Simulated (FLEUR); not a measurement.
## Si2W in FLEUR: convergence with muffin-tin radii scaled

Input of the first run (muffin-tin radii scaled 0.75); the others differ in this setting and in those tied to it:

The input inp.xml:

```xml
<?xml version="1.0" encoding="UTF-8" standalone="no"?>
<fleurInput fleurInputVersion="0.39">
   <comment>
      Si2W                                                                                                
   </comment>
   <calculationSetup>
      <cutoffs Kmax="4.38" Gmax="13.6" GmaxXC="13.6" numbands="0"/>
      <scfLoop itmax="60" minDistance="0.00001" maxIterBroyd="15" imix="Anderson" alpha="0.05" precondParam="0.0" spinf="2.0" sdNocoIR="T"/>
      <coreElectrons ctail="T" frcor="F" kcrel="0" coretail_lmax="0"/>
      <xcFunctional name="PBEs" relativisticCorrections="F"/>
      <magnetism jspins="1"/>
      <soc l_soc="F" theta="0.0" phi="0.0" spav="F"/>
      <expertModes spex="0" secvar="F"/>
      <geometryOptimization l_f="T" forcealpha="1.0" forcemix="BFGS" epsdisp="0.0005" epsforce="0.0002"/>
      <ldaU l_linMix="F" mixParam="0.05" spinf="1.0"/>
   </calculationSetup>
   <cell>
      <bzIntegration valenceElectrons="52.0" mode="hist" fermiSmearingEnergy="0.00183747">
         <kPointListSelection listName="default-1"/>
         <!-- k-points included here -->
         <xi:include xmlns:xi="http://www.w3.org/2001/XInclude" href="kpts.xml"> </xi:include>
      </bzIntegration>
      <!-- symmetry operations included here -->
      <xi:include xmlns:xi="http://www.w3.org/2001/XInclude" href="sym.xml"> </xi:include>
      <bulkLattice scale="1.0">
         <bravaisMatrix>
            <row-1>   -3.0366009096197399     3.0366009096197399     7.3981832915027699</row-1>
            <row-2>    3.0366009096197399    -3.0366009096197399     7.3981832915027699</row-2>
            <row-3>    3.0366009096197399     3.0366009096197399    -7.3981832915027699</row-3>
         </bravaisMatrix>
      </bulkLattice>
   </cell>
   <atomSpecies>
      <species name="Tungsten (W)" element="W" atomicNumber="74">
         <mtSphere radius="1.718" gridPoints="763" logIncrement="0.017"/>
         <atomicCutoffs lmax="9" lnonsphr="9"/>
         <electronConfig flipSpins="F">
            <coreConfig>(1s1/2) (2s1/2) (2p1/2) (2p3/2) (3s1/2) (3p1/2) (3p3/2) (4s1/2) (3d3/2) (3d5/2) (4p1/2) (4p3/2) (4d3/2) (4d5/2)</coreConfig>
            <valenceConfig>(5s1/2) (5p1/2) (5p3/2) (6s1/2) (4f5/2) (4f7/2) (5d3/2) (5d5/2)</valenceConfig>
            <stateOccupation state="(5d3/2)" spinUp="0.800000" spinDown="0.800000"/>
            <stateOccupation state="(5d5/2)" spinUp="1.200000" spinDown="1.200000"/>
         </electronConfig>
         <energyParameters s="6" p="6" d="5" f="4"/>
         <lo type="SCLO" l="0" n="5" eDeriv="0"/>
         <lo type="SCLO" l="1" n="5" eDeriv="0"/>
         <lo type="SCLO" l="2" n="5" eDeriv="2"/>
         <lo type="SCLO" l="3" n="4" eDeriv="2"/>
      </species>
      <species name="Silicon (Si)" element="Si" atomicNumber="14">
         <mtSphere radius="1.68" gridPoints="751" logIncrement="0.015"/>
         <atomicCutoffs lmax="9" lnonsphr="9"/>
         <electronConfig flipSpins="F">
            <coreConfig>(1s1/2)</coreConfig>
            <valenceConfig>(2s1/2) (2p1/2) (2p3/2) (3s1/2) (3p1/2) (3p3/2)</valenceConfig>
            <stateOccupation state="(3p1/2)" spinUp="0.333333" spinDown="0.333333"/>
            <stateOccupation state="(3p3/2)" spinUp="0.666667" spinDown="0.666667"/>
         </electronConfig>
         <energyParameters s="3" p="3" d="3" f="4"/>
         <lo type="SCLO" l="0" n="2" eDeriv="0"/>
         <lo type="SCLO" l="1" n="2" eDeriv="0"/>
         <lo type="SCLO" l="2" n="3" eDeriv="2"/>
         <lo type="SCLO" l="3" n="4" eDeriv="2"/>
      </species>
   </atomSpecies>
   <atomGroups>
      <atomGroup species="Tungsten (W)">
         <relPos label="                   1">.0000000000 .0000000000 .0000000000</relPos>
         <force calculate="T" relaxXYZ="TTT"/>
      </atomGroup>
      <atomGroup species="Silicon (Si)">
         <relPos label="                   2">-.3347000000 -.3347000000 .0000000000</relPos>
         <relPos label="                   3">.3347000000 .3347000000 .0000000000</relPos>
         <force calculate="T" relaxXYZ="TTT"/>
      </atomGroup>
   </atomGroups>
   <output dos="F" band="F" slice="F">
      <checks vchk="F" cdinf="F"/>
      <bandDOS minEnergy="-.5*Htr" maxEnergy="0.5*Htr" sigma="0.015" storeEVData="T"/>
      <vacuumDOS vacdos="F" integ="F" star="F" nstars="0" locx1="0.0" locy1="0.0" locx2="0.0" locy2="0.0" nstm="0" tworkf="0.0"/>
      <unfoldingBand unfoldBand="F" supercellX="1" supercellY="1" supercellZ="1"/>
      <plotting iplot="0" polar="F">
         <plot TwoD="T" vec1="  1.0  0.0  0.0" vec2="  0.0  1.0  0.0" vec3="  0.0  0.0  1.0" zero="  0.0  0.0  0.0" file="plot"/>
      </plotting>
      <chargeDensitySlicing numkpt="0" minEigenval="0.0" maxEigenval="0.0" nnne="0" pallst="F"/>
      <specialOutput eonly="F"/>
      <moessbauerParams electricFieldGradient="T" isomerShift="T" coreHyperfine="T" valenceHyperfine="T"/>
      <magneticCircularDichroism mcd="F" energyLo="-10.0" energyUp="0.0"/>
   </output>
  <!-- We include the file relax.xml here to enable relaxations (see documentation) -->
  <xi:include xmlns:xi="http://www.w3.org/2001/XInclude" href="relax.xml"> <xi:fallback/> </xi:include>
</fleurInput>
```

File crystal.txt:

```
Si2W
&input cartesian=F /
-1.6069000000  1.6069000000  3.9149500000
1.6069000000  -1.6069000000  3.9149500000
1.6069000000  1.6069000000  -3.9149500000
1.8897261246
1.0 1.0 1.0

3
74 0.0000000000  0.0000000000  0.0000000000
14 0.6653000000  0.6653000000  0.0000000000
14 0.3347000000  0.3347000000  0.0000000000

&kpt div1=10 div2=10 div3=10 gamma=T /
```

Potentials or basis: all-electron, FLAPW.

Run with:

```console
$ inpgen -f crystal.txt -profile fastHighL
$ # inp.xml edited to the form shown
$ fleur_MPI
```

Hardware: 1 thread of Arm Neoverse V2, with other jobs on the host.

Task: The values tried are 0.75, 0.8, 0.85, 0.9, 0.95, 1, loosest first. From which on does the largest force stay within 0.005 eV/Å of the tightest run that finished?

Result: From 0.9 on.

```csv
muffin-tin radii scaled,"energy less the tightest run, at zero smearing (meV/atom)",largest force (eV/Å),SCF cycles,CPU time (s),peak memory (GiB)
0.75,940.39,0.022,16,240,0.08
0.8,350.16,0.015,16,240,0.08
0.85,123.39,0.011,16,240,0.08
0.9,39.01,0.008,16,240,0.08
0.95,9.53,0.006,16,240,0.08
1,0.00,0.004,16,230,0.08
```

Not settled before the last step: the energy (to 1 meV/atom). The tightest run that finished is the yardstick and may itself not be fully converged.

Spin-orbit coupling is left out, which matters for the levels of W.
